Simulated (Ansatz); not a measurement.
Runs of Ansatz 0.2.0 on MgS. It takes space group F-43m (No. 216, cubic). Conventional cell: a = 5.666 Å, b = 5.666 Å, c = 5.666 Å, α = 90.00°, β = 90.00°, γ = 90.00°. S (site symmetry -43m) has 4 Mg at 2.45 Å as nearest neighbours. Mg (site symmetry -43m) is surrounded by 4 S at 2.45 Å. The cell comes from a database or a generator and needn't be the stable form of this composition.

```csv
task,level,potentials or basis,spin,k mesh,cutoff (eV),smearing,driver,points for each segment of the path,eos,mesh quality,gap on the mesh (eV),pressure (GPa),V0 of scaled cells (Å³/atom),B0 (GPa)
density of states,r2SCAN+rVV10,Ansatz PAW,off,8 × 8 × 8,500,gaussian 0.1 eV,-,-,-,not flagged,4.06,-0.6,-,-
equation of state,HSE06,Ansatz PAW,off,6 × 6 × 6,420,fermi-dirac 0.05 eV,-,-,-,not flagged,-,-,22.70,59
single point,SVWN5,JTH PAW LDA,off,8 × 8 × 8,870,fermi-dirac 0.025 eV,-,-,-,not flagged,3.17,-2.1,-,-
electric field gradients,PBEsol+D4,Ansatz PAW earlier set,off,8 × 8 × 8,760,fixed,-,-,-,not flagged,3.28,-1.4,-,-
Born charges and dielectric tensor,HSEsol,Ansatz PAW,off,5 × 5 × 5,420,fixed,-,-,-,not flagged,4.37,-,-,-
electron localisation function,CAM-B3LYP+D3(BJ)+ATM,Ansatz PAW,off,5 × 5 × 5,420,gaussian 0.05 eV,-,-,-,not flagged,(b),-,-,-
electron localisation function,HSE03,SPMS NC,off,5 × 5 × 5,762,fixed,chain,-,-,not flagged,4.34,-,-,-
single point,PBEsol+D3(BJ),JTH PAW,off,8 × 8 × 8,900,fermi-dirac 0.15 eV,-,-,-,not flagged,3.28,-2.1,-,-
band structure,r2SCAN-EpsX,JTH PAW,off,5 × 5 × 5,900,fixed,-,4,-,not flagged,5.69,-,-,-
equation of state,r2SCAN,Ansatz PAW,off,8 × 8 × 8,500,fermi-dirac 0.05 eV,-,-,-,not flagged,-,-,(d),(c)
equation of state,HSE03,Ansatz PAW,off,5 × 5 × 5,420,fixed,calculator,-,murnaghan,coarse,-,-,22.74,59
projected density of states,r2SCANh,JTH PAW,"collinear, program default start",4 × 4 × 4,900,gaussian 0.01 eV,-,-,-,coarse,(a),-,-,-
```

Alike in all rows: cell as given.

Problem. Estimate the missing entries.

Solution. (a) 4.70; (b) 7.41; (c) 60; (d) 22.69.

Caveats: some runs use coarse meshes; the PAW data sets come from PBE, with cores solved anew for the run's functional, which leaves a small shift of forces and pressure (some runs); odd divisions of the mesh miss points on the zone boundary, where band edges often lie, so the gap on the mesh can be too wide (some runs); the potentials were made for another functional, which shifts forces and pressure (some runs).

A k mesh can miss the band edges.

Not every run made on this cell is shown here.
